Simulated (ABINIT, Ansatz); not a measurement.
# AlN (F-43m): G0W0 on several meshes in ABINIT

How does the mesh move the gap of AlN (F-43m)?

Main program and level: ABINIT 10.8.3; PBE and many-body steps on it, plane waves.

**1. Starting point**

It takes space group F-43m (No. 216, cubic). Conventional cell: a = 4.368 Å, b = 4.368 Å, c = 4.368 Å, α = 90.00°, β = 90.00°, γ = 90.00°. Nearest to Al lie 4 N at 1.89 Å. Nearest to N lie 4 Al at 1.89 Å. Farther neighbours and most contacts between anions are not listed.

The cell and positions are those that the Materials Project relaxed with its own functionals (PBE, PBE+U or r2SCAN), kept fixed. This is not the form that AlN usually takes at ambient conditions.

**2. Empty states on the mesh, 8×8×8 mesh, 390 bands**

This step: ABINIT 10.8.3; DFT, PBE, plane waves, norm-conserving pseudopotentials.

The sums over transitions need many empty states on a uniform mesh; this step solves for them.

Contents of run.abi:

```
acell 3*1.0 Angstrom
rprim 
  -0.000000000000 2.183993559600 2.183993559600
  2.183993559600 -0.000000000000 2.183993559600
  2.183993559600 2.183993559600 -0.000000000000
ntypat 2
znucl 13 7
natom 2
typat 1 2
xred 
  0.000000000000 0.000000000000 0.000000000000
  0.750000000000 0.750000000000 0.750000000000
pp_dirpath "pseudos"
pseudos "Al.upf, N.upf"
ecut 36
ngkpt 8 8 8
nshiftk 1
shiftk 0 0 0
kptopt 1
chksymbreak 0
irdden 1
istwfk *1
nband 390
prtvol 0
optdriver 6
gwr_task "HDIAGO"
paral_kgb 0
occopt 1
indata_prefix "in"
outdata_prefix "out"
tmpdata_prefix "tmp"
```

Launch:

```sh
$ OMP_NUM_THREADS=1 mpirun -n 4 abinit run.abi > log
```

The log of the run:

```text
.Version 10.8.3 of ABINIT. v10.8.2 released Aug 2026.

 Symmetries : space group F-4 3 m (#216); Bravais cF (face-center cubic)
[... echo of the input left out ...]
== DATASET  1 ==================================================================
-   mpi_nproc: 4, omp_nthreads: 1 (-1 if OMP is not activated)

--- !DatasetInfo
iteration_state: {dtset: 1, }
dimensions: {natom: 2, nkpt: 29, mband: 390, nsppol: 1, nspinor: 1, nspden: 1, mpw: 1475, }
cutoff_energies: {ecut:  36.0, pawecutdg:  -1.0, }
[...]
Indirect band gap semiconductor
 Fundamental gap:     3.325 (eV)
   VBM:     5.159 (eV) at k: [ 0.0000E+00,  0.0000E+00,  0.0000E+00]
   CBM:     8.483 (eV) at k: [ 5.0000E-01,  5.0000E-01,  0.0000E+00]
 Direct gap:         4.192 (eV) at k: [ 0.0000E+00,  0.0000E+00,  0.0000E+00]

== END DATASET(S) ==============================================================
================================================================================

 -outvars: echo values of variables after computation  --------
           etotal      0.0000000000E+00
            nband         390
             nkpt          29
          spgroup         216
 [... the other variables as echoed above ...]

 Calculation completed.
```

Elapsed: 28 s, on 4 MPI ranks of Arm Neoverse V1, shared host; peak memory 0.73 GiB.

Numbers from this step:

* gap: 3.325 eV
* k of the valence top: 0, 0, 0
* k of the conduction bottom: 0.5, 0.5, 0
* least direct gap: 4.192 eV
* k points computed: 29
* lowest point of the top converged band, above the valence top: 382.1157 eV

On this mesh the gap is 3.325 eV.

The density comes from a self-consistent run that is not shown.

**3. Screening, 8×8×8 mesh, 158 bands, screening to 283 eV**

The RPA dielectric matrix is built and inverted for each q.

This step: RPA screening on PBE, plane waves, norm-conserving pseudopotentials.

Changes to run.abi since step 2:

```diff
@@ -20,10 +20,11 @@
 chksymbreak 0
-irdden 1
 istwfk *1
-nband 390
-prtvol 0
-optdriver 6
-gwr_task "HDIAGO"
-paral_kgb 0
 occopt 1
+irdwfk 1
+optdriver 3
+nband 158
+ecuteps 10.4
+inclvkb 2
+awtr 1
+symchi 1
 indata_prefix "in"
```

The log of the run:

```text
.Version 10.8.3 of ABINIT. v10.8.2 released Aug 2026.

 Symmetries : space group F-4 3 m (#216); Bravais cF (face-center cubic)
[... echo of the input left out ...]
== DATASET  1 ==================================================================
-   mpi_nproc: 4, omp_nthreads: 1 (-1 if OMP is not activated)

--- !DatasetInfo
iteration_state: {dtset: 1, }
dimensions: {natom: 2, nkpt: 29, mband: 158, nsppol: 1, nspinor: 1, nspden: 1, mpw: 1475, }
cutoff_energies: {ecut:  36.0, pawecutdg:  -1.0, }
electrons: {nelect:   8.00000000E+00, charge:   0.00000000E+00, occopt:   1.00000000E+00, tsmear:   1.00000000E-02, }

 SCREENING: Calculation of the susceptibility and dielectric matrices

 Based on a program developped by R.W. Godby, V. Olevano, G. Onida, and L. Reining.
 Incorporated in ABINIT by V. Olevano, G.-M. Rignanese, and M. Torrent.
.Using double precision arithmetic ; gwpc =  8

[... cell and pseudopotentials left out ...]
--------------------------------------------------------------------------------

 ==== K-mesh for the wavefunctions ====
 Number of points in the irreducible wedge :    29
[... list of points left out ...]
 Together with 24 symmetry operations and time-reversal symmetry
 yields   512 points in the full Brillouin Zone.

 ==== Q-mesh for the screening function ====
 Number of points in the irreducible wedge :    29
[... list of points left out ...]
 Together with 24 symmetry operations and time-reversal symmetry
 yields   512 points in the full Brillouin Zone.

 setmesh: FFT mesh size selected  =    25x   25x   25
          total number of points  =        15625

 vcoul_init : cutoff-mode = AUXILIARY_FUNCTION
 q-points for optical limit:   1
     1)      0.000010    0.000020    0.000030

- screening: taking advantage of time-reversal symmetry
- Maximum band index for partially occupied states nbvw = 4
- Remaining bands to be divided among processors   nbcw = 154
- Number of bands treated by each node ~38

 Number of electrons calculated from density =    8.0000; Expected =    8.0000
 average of density, n =  0.056900
 r_s =    1.6129
 omega_plasma =   23.0097 [eV]

 calculating chi0 at frequencies [eV] :
  1    0.000000E+00    0.000000E+00
  2    0.000000E+00    2.300966E+01

--------------------------------------------------------------------------------
  q-point number  1        q = ( 0.000000, 0.000000, 0.000000) [r.l.u.]
--------------------------------------------------------------------------------
[... chi0 elements left out ...]
 For q-point:  0.000010 0.000020 0.000030
  dielectric constant =   4.2700
  dielectric constant without local fields =   4.7098

  Average fulfillment of the sum rule on Im[epsilon] for q-point    1 :     94.04  [%]
[... wings left out ...]
  q-point number  2        q = ( 0.125000, 0.000000, 0.000000) [r.l.u.]
--------------------------------------------------------------------------------
[... chi0 elements left out ...]
  Average fulfillment of the sum rule on Im[epsilon] for q-point    2 :     98.23  [%]

 [... 27 further q-points ...]
```

The job ended after 5.7 min (4 MPI ranks; peak memory 1.9 GiB).

This step gave:

```yaml
eps_infinity_with_local_fields_on_this_mesh_along_the_program_s_q_direction: 4.27
the_same_without_local_fields: 4.710
plasma_frequency: 23.01 eV
plane_waves_in_the_screening_matrix: 229
```

Local fields lower ε∞ by 9 %.

**4. 8×8×8**

The self-energy is evaluated for the states that the input lists, and the levels follow from it, in one-shot runs by the linearised quasiparticle equation.

This step: G0W0 on PBE, plane waves, norm-conserving pseudopotentials.

Changes to run.abi since step 3:

```diff
@@ -23,8 +23,17 @@
 irdwfk 1
-optdriver 3
+optdriver 4
 nband 158
+gwcalctyp 0
+ecutsigx 36
+symsigma 1
+nkptgw 2
+kptgw 
+  0.0000000000 0.0000000000 0.0000000000
+  0.5000000000 0.5000000000 0.0000000000
+bdgw 
+  2 8
+  3 6
 ecuteps 10.4
-inclvkb 2
-awtr 1
-symchi 1
+irdscr 1
+ppmodel 1
 indata_prefix "in"
```

The log of the run:

```text
.Version 10.8.3 of ABINIT. v10.8.2 released Aug 2026.

 Symmetries : space group F-4 3 m (#216); Bravais cF (face-center cubic)
[... echo of the input left out ...]
== DATASET  1 ==================================================================
-   mpi_nproc: 4, omp_nthreads: 1 (-1 if OMP is not activated)

--- !DatasetInfo
iteration_state: {dtset: 1, }
dimensions: {natom: 2, nkpt: 29, mband: 158, nsppol: 1, nspinor: 1, nspden: 1, mpw: 1475, }
cutoff_energies: {ecut:  36.0, pawecutdg:  -1.0, }
electrons: {nelect:   8.00000000E+00, charge:   0.00000000E+00, occopt:   1.00000000E+00, tsmear:   1.00000000E-02, }

 SIGMA: Calculation of the GW corrections

 Based on a program developped by R.W. Godby, V. Olevano, G. Onida, and L. Reining.
 Incorporated in ABINIT by V. Olevano, G.-M. Rignanese, and M. Torrent.
.Using double precision arithmetic ; gwpc =  8

[... cell and pseudopotentials left out ...]
--------------------------------------------------------------------------------

 ==== K-mesh for the wavefunctions ====
 Number of points in the irreducible wedge :    29
[... list of points left out ...]
 Together with 24 symmetry operations and time-reversal symmetry
 yields   512 points in the full Brillouin Zone.

 ==== Q-mesh for screening function ====
 Number of points in the irreducible wedge :    29
[... list of points left out ...]
 Together with 24 symmetry operations and time-reversal symmetry
 yields   512 points in the full Brillouin Zone.

 vcoul_init : cutoff-mode = AUXILIARY_FUNCTION
 q-points for optical limit:   1
     1)      0.000010    0.000020    0.000030
 setmesh: FFT mesh size selected  =    32x   32x   32
          total number of points  =        32768

 Number of electrons calculated from density =    8.0000; Expected =    8.0000
 average of density, n =  0.056900
 r_s =    1.6129
 omega_plasma =   23.0097 [eV]

 === KS Band Gaps ===
  >>>> For spin  1
   Minimum direct gap =   4.1921 [eV], located at k-point      :   0.0000  0.0000  0.0000
   Fundamental gap    =   3.3248 [eV], Top of valence bands at :   0.0000  0.0000  0.0000
                                       Bottom of conduction at :   0.5000  0.5000  0.0000
 SIGMA fundamental parameters:
 PLASMON POLE MODEL  1
 number of plane-waves for SigmaX                 1459
 number of plane-waves for SigmaC and W            229
 number of plane-waves for wavefunctions          1459
 number of bands                                   158
 number of independent spin polarizations            1
 number of spinorial components                      1
 number of k-points in IBZ                          29
 number of q-points in IBZ                          29
 number of symmetry operations                      24
 number of k-points in BZ                          512
 number of q-points in BZ                          512
 number of frequencies for dSigma/dE                 9
 frequency step for dSigma/dE [eV]                0.25
 number of omega for Sigma on real axis              0
 max omega for Sigma on real axis  [eV]           0.00
 zcut for avoiding poles [eV]                     0.10

 EPSILON^-1 parameters (SCR file):
 dimension of the eps^-1 matrix on file            229
 dimension of the eps^-1 matrix used               229
 number of plane-waves for wavefunctions          1459
 number of bands                                   158
 number of q-points in IBZ                          29
 number of frequencies                               2
 number of real frequencies                          1
 number of imag frequencies                          1

 matrix elements of self-energy operator (all in [eV])

 Perturbative Calculation

--- !SelfEnergy_ee
iteration_state: {dtset: 1, }
kpoint     : [   0.000,    0.000,    0.000, ]
spin       : 1
KS_gap     :    4.192
QP_gap     :    5.609
Delta_QP_KS:    1.417
data: !SigmaeeData |
     Band     E0 <VxcDFT>   SigX SigC(E0)      Z dSigC/dE  Sig(E)    E-E0       E
        2   5.159 -16.959 -20.982   2.819   0.784  -0.275 -17.903  -0.945   4.214
        3   5.159 -16.959 -20.982   2.819   0.784  -0.275 -17.903  -0.945   4.214
        4   5.159 -16.959 -20.982   2.819   0.784  -0.275 -17.903  -0.945   4.214
        5   9.351 -12.532  -8.117  -3.836   0.815  -0.227 -12.060   0.472   9.823
        6  17.748  -9.893  -4.100  -5.094   0.822  -0.217  -9.318   0.575  18.323
        7  17.748  -9.893  -4.100  -5.094   0.822  -0.217  -9.318   0.575  18.323
        8  17.748  -9.893  -4.100  -5.094   0.822  -0.217  -9.318   0.575  18.323

--- !SelfEnergy_ee
iteration_state: {dtset: 1, }
kpoint     : [   0.500,    0.500,    0.000, ]
spin       : 1
KS_gap     :    5.100
QP_gap     :    6.636
Delta_QP_KS:    1.536
data: !SigmaeeData |
     Band     E0 <VxcDFT>   SigX SigC(E0)      Z dSigC/dE  Sig(E)    E-E0       E
        3   3.383 -15.431 -20.140   3.147   0.781  -0.281 -16.650  -1.219   2.164
        4   3.383 -15.431 -20.140   3.147   0.781  -0.281 -16.650  -1.219   2.164
        5   8.483  -9.207  -5.053  -3.775   0.836  -0.196  -8.890   0.317   8.801
        6  13.810  -9.462  -4.398  -4.401   0.838  -0.193  -8.906   0.555  14.365

== END DATASET(S) ==============================================================
================================================================================

 -outvars: echo values of variables after computation  --------
           etotal      0.0000000000E+00
            nband         158
             nkpt          29
          spgroup         216
 [... the other variables as echoed above ...]

 Calculation completed.
```

The job ended after 48 s (4 MPI ranks; peak memory 1.9 GiB).

Numbers from this step:

* G0W0 gap on the points computed: 4.587 eV
* starting gap on the mesh: 3.325 eV
* k of the valence top: 0, 0, 0
* k of the conduction bottom: 0.5, 0.5, 0
* Z at the valence top: 0.784
* Z at the conduction bottom: 0.836
* least direct G0W0 gap on the computed points: 5.609 eV

The gap on the mesh goes from 3.32 eV to 4.59 eV, a correction of +1.26 eV.

**5. Empty states on the mesh, 6×6×6 mesh, 166 bands**

This step: DFT, PBE, plane waves, norm-conserving pseudopotentials.

Changes to run.abi since step 4:

```diff
@@ -15,3 +15,3 @@
 ecut 36
-ngkpt 8 8 8
+ngkpt 6 6 6
 nshiftk 1
@@ -20,20 +20,10 @@
 chksymbreak 0
+irdden 1
 istwfk *1
+nband 166
+prtvol 0
+optdriver 6
+gwr_task "HDIAGO"
+paral_kgb 0
 occopt 1
-irdwfk 1
-optdriver 4
-nband 158
-gwcalctyp 0
-ecutsigx 36
-symsigma 1
-nkptgw 2
-kptgw 
-  0.0000000000 0.0000000000 0.0000000000
-  0.5000000000 0.5000000000 0.0000000000
-bdgw 
-  2 8
-  3 6
-ecuteps 10.4
-irdscr 1
-ppmodel 1
 indata_prefix "in"
```

The log of the run:

```text
[banner, memory and clock lines left out]
.Version 10.8.3 of ABINIT. v10.8.2 released Aug 2026.

 Symmetries : space group F-4 3 m (#216); Bravais cF (face-center cubic)
[... echo of the input left out ...]
== DATASET  1 ==================================================================
-   mpi_nproc: 4, omp_nthreads: 1 (-1 if OMP is not activated)

--- !DatasetInfo
iteration_state: {dtset: 1, }
dimensions: {natom: 2, nkpt: 16, mband: 166, nsppol: 1, nspinor: 1, nspden: 1, mpw: 1464, }
cutoff_energies: {ecut:  36.0, pawecutdg:  -1.0, }
[...]
Integrated=    8.0000E+00

 === KS gaps after direct diagonalization ===
 Indirect band gap semiconductor
 Fundamental gap:     3.325 (eV)
   VBM:     5.159 (eV) at k: [ 0.0000E+00,  0.0000E+00,  0.0000E+00]
   CBM:     8.483 (eV) at k: [ 5.0000E-01,  5.0000E-01,  0.0000E+00]
 Direct gap:         4.192 (eV) at k: [ 0.0000E+00,  0.0000E+00,  0.0000E+00]

== END DATASET(S) ==============================================================

 -outvars: echo values of variables after computation  --------
           etotal      0.0000000000E+00
            nband         166
             nkpt          16
          spgroup         216
 [... the other variables as echoed above ...]

 Calculation completed.
```

Elapsed: 12 s, on 4 MPI ranks; peak memory 0.71 GiB.

Numbers from this step:

```
gap                                                           : 3.325 eV
k of the valence top                                          : 0, 0, 0
k of the conduction bottom                                    : 0.5, 0.5, 0
least direct gap                                              : 4.192 eV
k points computed                                             : 16
lowest point of the top converged band, above the valence top : 199.7514 eV
```

On this mesh the gap is 3.325 eV.

**6. Screening, 6×6×6 mesh, 158 bands, screening to 283 eV**

This step: RPA screening on PBE, plane waves, norm-conserving pseudopotentials.

Changes to run.abi since step 5:

```diff
@@ -20,10 +20,11 @@
 chksymbreak 0
-irdden 1
 istwfk *1
-nband 166
-prtvol 0
-optdriver 6
-gwr_task "HDIAGO"
-paral_kgb 0
 occopt 1
+irdwfk 1
+optdriver 3
+nband 158
+ecuteps 10.4
+inclvkb 2
+awtr 1
+symchi 1
 indata_prefix "in"
```

The log of the run:

```text
.Version 10.8.3 of ABINIT. v10.8.2 released Aug 2026.

 Symmetries : space group F-4 3 m (#216); Bravais cF (face-center cubic)
[... echo of the input left out ...]
== DATASET  1 ==================================================================
-   mpi_nproc: 4, omp_nthreads: 1 (-1 if OMP is not activated)

--- !DatasetInfo
iteration_state: {dtset: 1, }
dimensions: {natom: 2, nkpt: 16, mband: 158, nsppol: 1, nspinor: 1, nspden: 1, mpw: 1464, }
cutoff_energies: {ecut:  36.0, pawecutdg:  -1.0, }
electrons: {nelect:   8.00000000E+00, charge:   0.00000000E+00, occopt:   1.00000000E+00, tsmear:   1.00000000E-02, }

 SCREENING: Calculation of the susceptibility and dielectric matrices

 Based on a program developped by R.W. Godby, V. Olevano, G. Onida, and L. Reining.
 Incorporated in ABINIT by V. Olevano, G.-M. Rignanese, and M. Torrent.
.Using double precision arithmetic ; gwpc =  8

[... cell and pseudopotentials left out ...]
--------------------------------------------------------------------------------

 ==== K-mesh for the wavefunctions ====
 Number of points in the irreducible wedge :    16
[... list of points left out ...]
 Together with 24 symmetry operations and time-reversal symmetry
 yields   216 points in the full Brillouin Zone.

 ==== Q-mesh for the screening function ====
 Number of points in the irreducible wedge :    16
[... list of points left out ...]
 Together with 24 symmetry operations and time-reversal symmetry
 yields   216 points in the full Brillouin Zone.

 setmesh: FFT mesh size selected  =    25x   25x   25
          total number of points  =        15625

 vcoul_init : cutoff-mode = AUXILIARY_FUNCTION
 q-points for optical limit:   1
     1)      0.000010    0.000020    0.000030

- screening: taking advantage of time-reversal symmetry
- Maximum band index for partially occupied states nbvw = 4
- Remaining bands to be divided among processors   nbcw = 154
- Number of bands treated by each node ~38

 Number of electrons calculated from density =    8.0000; Expected =    8.0000
 average of density, n =  0.056900
 r_s =    1.6129
 omega_plasma =   23.0097 [eV]

 calculating chi0 at frequencies [eV] :
  1    0.000000E+00    0.000000E+00
  2    0.000000E+00    2.300966E+01

--------------------------------------------------------------------------------
  q-point number  1        q = ( 0.000000, 0.000000, 0.000000) [r.l.u.]
--------------------------------------------------------------------------------
[... chi0 elements left out ...]
 For q-point:  0.000010 0.000020 0.000030
  dielectric constant =   4.3480
  dielectric constant without local fields =   4.7914

  Average fulfillment of the sum rule on Im[epsilon] for q-point    1 :     94.04  [%]
[... wings left out ...]
  q-point number  2        q = ( 0.166667, 0.000000, 0.000000) [r.l.u.]
--------------------------------------------------------------------------------
[... chi0 elements left out ...]
  Average fulfillment of the sum rule on Im[epsilon] for q-point    2 :     97.94  [%]

 [... 14 further q-points ...]
```

It took 68 s on 4 MPI ranks; peak memory 1.1 GiB.

This step gave:

| Item | Value |
| --- | --- |
| ε∞ with local fields, on this mesh, along the program's q direction | 4.348 |
| the same without local fields | 4.791 |
| plasma frequency | 23.01 eV |
| plane waves in the screening matrix | 229 |

(Part 1 of 2 ends here.)

[Paths, hosts, dates, memory and timing lines, banners, echoed tables and standing remarks are left out of the program output.]

[Logs are printed without paths, hosts, clocks, repeated set-up lines and the standing remarks that a program may print on its own settings, such as how far it seeks lower states.]

[Runs of the session that timed out or met a known fault of the program may be left out.]

[Hosts, paths, dates, database ids (printed as entryN), source tags and the programs' standing remarks are cut or masked in the printed files.]

[G0W0 gaps are taken among the corrected bands and points alone; a level outside them can change the order at an edge.]

[Where Ansatz stands beside ABINIT at settings called matched, ABINIT's density can come from a denser mesh and the files from another edition; pairs whose starting gaps differed by over 0.03 eV were left out, so agreement reads better than it is.]
